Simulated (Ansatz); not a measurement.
# GaP under changes of volume

One of the cells (20.240 Å³/atom); the others are scaled copies at fixed shape and fractional positions:

```
Ga P
1.0
     0.00000    2.72525    2.72525
     2.72525    0.00000    2.72525
     2.72525    2.72525    0.00000
Ga P
1 1
Direct
  0.00000 0.00000 0.00000
  0.75000 0.75000 0.75000
```

* Program: Ansatz 0.2.0
* Functional: revPBE
* Potentials or basis: Ansatz PAW
* Cutoff: 420 eV (not typed: the program's choice for these potentials)
* k mesh: 8 × 8 × 8
* Occupations: fermi-dirac, width 0.05 eV
* Spin: no spin polarisation

| volume (Å³/atom) | energy over the lowest point (meV/atom) | pressure (GPa) | gap on the mesh (eV) |
| --- | --- | --- | --- |
| 19.026 | 65.61 | 10.4 | 1.58 |
| 19.431 | 42.31 | 8.1 | 1.64 |
| 19.836 | 24.65 | 5.9 | 1.67 |
| 20.240 | 12.07 | 4.0 | 1.71 |
| 20.645 | 4.07 | 2.3 | 1.69 |
| 21.050 | ? | ? | ? |
| 21.455 | 0.00 | -0.6 | 1.45 |

Problem. What does the run at 21.050 Å³/atom give?

Solution. Energy over the lowest point 0.18 meV/atom; pressure 0.8 GPa; gap on the mesh 1.60 eV.

Worked out: A Birch-Murnaghan fit of order 3 (a polynomial in V^(-2/3)) to the other rows has its minimum at 21.27 Å³/atom with B0 = V·E''(V) = 73 GPa and B' = 4.4. It gives 0.17 meV/atom at 21.050 Å³/atom, against the run's 0.18, and -dE/dV = 0.8 GPa, against 0.8. A parabola through the other rows of the gap, of slope -5.15 eV per unit of ln V there, gives 1.58 eV, against the run's 1.60.

Energies are extrapolated to zero smearing.

Caveats: the PAW data sets come from PBE, with cores solved anew for the run's functional, which leaves a small shift of forces and pressure.

A mesh can miss the band edges. Spin-orbit coupling on Ga is left out.
